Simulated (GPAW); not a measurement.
Crystal: MgO.

```
CELL_PARAMETERS angstrom
0.00000 2.09700 2.09700
2.09700 0.00000 2.09700
2.09700 2.09700 0.00000
ATOMIC_POSITIONS crystal
Mg 0.00000 0.00000 0.00000
O 0.50000 0.50000 0.50000
```

The cell is a database's computed one.

Program: GPAW 26.7.0. Alike in all runs: task single point; no spin polarisation; cell as given; k mesh 11 × 11 × 11; cutoff (eV) 800; smearing fermi-dirac 0.05 eV.

**Question.** Order these runs on this cell by their pressure, lowest first.
A. level TPSS; potentials or basis GPAW PAW data sets (gpaw-data 1.2.1), pw; eigensolver davidson
B. level LDA; potentials or basis the program's PAW data sets (release 1.2.1) made for this functional, pw
C. level BLYP; potentials or basis PAW data sets generated in the run's folder for this functional, pw; eigensolver davidson
D. level RPBE; potentials or basis the program's PAW data sets (release 1.2.1) made for this functional, pw
E. level r2SCAN; potentials or basis GPAW PAW data sets (gpaw-data 1.2.1), pw

**Answer.** B (-3.7 GPa), E (2.0 GPa), A (5.6 GPa), C (8.6 GPa), D (12.1 GPa).

Caveats: the PAW data sets were made with another functional, which shifts forces and pressure a little (some runs).
